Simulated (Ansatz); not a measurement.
Runs of Ansatz 0.2.0 on GaP. The structure is cubic, space group F-43m (No. 216). Conventional cell: a = 5.451 Å, b = 5.451 Å, c = 5.451 Å, α = 90.00°, β = 90.00°, γ = 90.00°. Around Ga (site symmetry -43m) lie 4 P at 2.36 Å. Around P (site symmetry -43m) lie 4 Ga at 2.36 Å. 

| task | level | cell | k mesh | cutoff (eV) | smearing | basis error allowed | gap on the mesh (eV) | pressure (GPa) | relaxed volume (Å³/atom) |
| --- | --- | --- | --- | --- | --- | --- | --- | --- | --- |
| relaxation of cell and atoms | revPBE | relaxed | 8 × 8 × 8 | - | fermi-dirac 0.05 eV | 0.001 eV/atom | (a) | 0.0 | 21.26 |
| single point | PBE | as given | 8 × 8 × 8 | 278 | gaussian 0.015 eV | 0.001 eV/atom | 1.64 | 2.5 | - |
| single point | RPBE | as given | 8 × 8 × 8 | 278 | gaussian 0.1 eV | 0.001 eV/atom | 1.74 | 4.6 | - |
| single point | PBE | as given | 8 × 8 × 8 | 278 | gaussian 0.021 eV | 0.001 eV/atom | 1.64 | 2.5 | - |
| single point | PBE | as given | 8 × 8 × 8 | 278 | gaussian 0.017 eV | 0.001 eV/atom | 1.64 | 2.5 | - |
| single point | PBE | as given | 8 × 8 × 8 | 278 | gaussian 0.022 eV | 0.001 eV/atom | 1.64 | 2.5 | - |
| relaxation of cell and atoms | RPBE+D4 | relaxed | 8 × 8 × 8 | - | fermi-dirac 0.05 eV | 0.001 eV/atom | 1.69 | 0.0 | 19.66 |
| single point | PBE | as given | 5 × 5 × 5 | 254 | fermi-dirac 0.02 eV | 0.002 eV/atom | (c) | (b) | - |

Alike in all rows: potentials or basis all-electron LAPW, scalar-relativistic; no spin polarisation.

**Question.** Fill in the values left out.

**Answer.** (a) 1.53; (b) 2.6; (c) 1.60.

Caveats: an odd mesh through Γ misses points on the zone boundary, where band edges often lie (some runs).

A k mesh can miss the band edges, and the runs leave out spin-orbit coupling on Ga.
